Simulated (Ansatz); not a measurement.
NiGe: energy along a strain

NiGe, Pnma, a = 5.311 Å, b = 3.440 Å, c = 5.739 Å. Ansatz: PBEsol, PAW, 420 eV, Γ-centred 8×12×8 mesh on 8 atoms, Gaussian smearing 0.15 eV; no spin polarisation. Cell vectors (Å): 5.311 0.000 0.000; 0.000 3.440 0.000; 0.000 0.000 5.739. The cell is strained by x per cent times the pattern (0 0 1 0 0 0) in the order xx yy zz yz xz xy (engineering shears), with fractional coordinates held. y is the free energy over the start, V0 = 13.106 Å³/atom.

| x (%) | y (meV/atom) |
| --- | --- |
| -4.00 | ? |
| -3.00 | 9.34 |
| -2.00 | 4.00 |
| -1.00 | 0.93 |
| 0.00 | 0.00 |
| 1.00 | 1.08 |
| 2.00 | 4.02 |
| 3.00 | 8.71 |
| 3.50 | 11.66 |
| 4.00 | 15.01 |

Fit y = c1 x + c2 x² + c3 x³ to the other rows, get the stiffness along the pattern, and predict the missing energy.

Least squares on the rows shown. y = 0.093538 x + 1.0027 x² − 0.022054 x³. The clamped-ion stiffness p·C·p = 2 × 10.03 eV × 160.2 / 13.106 Å³ = 245 GPa, which is C33 in these axes; c1 is there for the stress left in the start, which by itself gives a slope of 0.10 meV/atom per %. At x = -4.00 the fit asked for gives 17.08 meV/atom. The run gave 17.10 meV/atom, so the fit is 0.02 meV/atom too low, a small miss on the scale of the series.